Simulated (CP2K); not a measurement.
Runs of CP2K 2026.2 on PbS. Symmetry: R3m, No. 160, trigonal system. Conventional cell: a = 4.225 Å, b = 4.225 Å, c = 10.356 Å, α = 90.00°, β = 90.00°, γ = 120.00°. Pb (site symmetry 3m) has 6 S at 2.96 to 3.02 Å as nearest neighbours. S (site symmetry 3m) is surrounded by 6 Pb at 2.96 to 3.02 Å. The cell is a database's computed one.

```csv
potentials or basis,gap on the mesh (eV),pressure (GPa),largest force (eV/Å)
"POTENTIAL_UZH Pb GTH-SCAN-q4, S GTH-SCAN-q6; DZVP-MOLOPT-SR-GTH basis",(b),(a),0.03
"GTH_POTENTIALS Pb GTH-PADE-q4, S GTH-PADE-q6; DZVP-MOLOPT-SR-GTH basis",0.41,-3.0,0.04
"POTENTIAL_UZH Pb GTH-PBE0-q4, S GTH-PBE0-q6; DZVP-MOLOPT-SR-GTH basis",0.32,1.1,0.02
"GTH_POTENTIALS Pb GTH-PBE-q4, S GTH-PBE-q6; DZVP-MOLOPT-SR-GTH basis",0.45,0.9,0.02
"GTH_POTENTIALS Pb GTH-BLYP-q4, S GTH-BLYP-q6; DZVP-MOLOPT-SR-GTH basis",0.37,-0.4,-
```

Alike in all rows: task single point; level PBE; no spin polarisation; cell as given; k mesh 8 × 8 × 8; smearing fermi-dirac 0.05 eV.

Task: Estimate the missing entries.

Result: (a) -1.2; (b) 0.34.

Caveats: spin-orbit coupling is left out, which as a rule narrows the gap of such compounds by several tenths of an eV; the basis of atomic orbitals isn't converged, which shifts pressures, moduli and gaps; the potentials were made for another functional, which shifts forces and pressure (some runs).

A k mesh can miss the band edges, and the runs leave out spin-orbit coupling on Pb.
